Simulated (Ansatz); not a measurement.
CsBr:
```
CELL_PARAMETERS angstrom
      4.38949     0.00000     0.00000
      0.00000     4.38949     0.00000
      0.00000     0.00000     4.38949
ATOMIC_POSITIONS crystal
  Cs 0.00000 0.00000 0.00000
  Br 0.50000 0.50000 0.50000
```

Tensor components refer to the Cartesian frame of this cell.

Task: Give the high-frequency dielectric tensor and the Born effective charge tensors of the independent atoms from DFPT, PBE in the plane-wave PAW code Ansatz.

Result: 
ε∞:
```
2.93  0.00  0.00
0.00  2.93  0.00
0.00  0.00  2.93
```
Z* of atom 1 (Cs), rows: field, columns: displacement, in e:
```
1.32  0.00  0.00
0.00  1.32  0.00
0.00  0.00  1.32
```
Z* of atom 2 (Br), rows: field, columns: displacement, in e:
```
-1.32   0.00   0.00
 0.00  -1.32   0.00
 0.00   0.00  -1.32
```

Static charges for comparison (Bader): Cs1 +0.82, Br2 -0.82 e. Born charges measure polarisation by displacement and can exceed these by far.

Space group Pm-3m (CsCl type). Symmetry was held in the PBE relaxation. Scalar-relativistic: spin–orbit coupling is off unless named, which matters more the heavier the elements.

Potentials: the later of the program's two PAW sets.
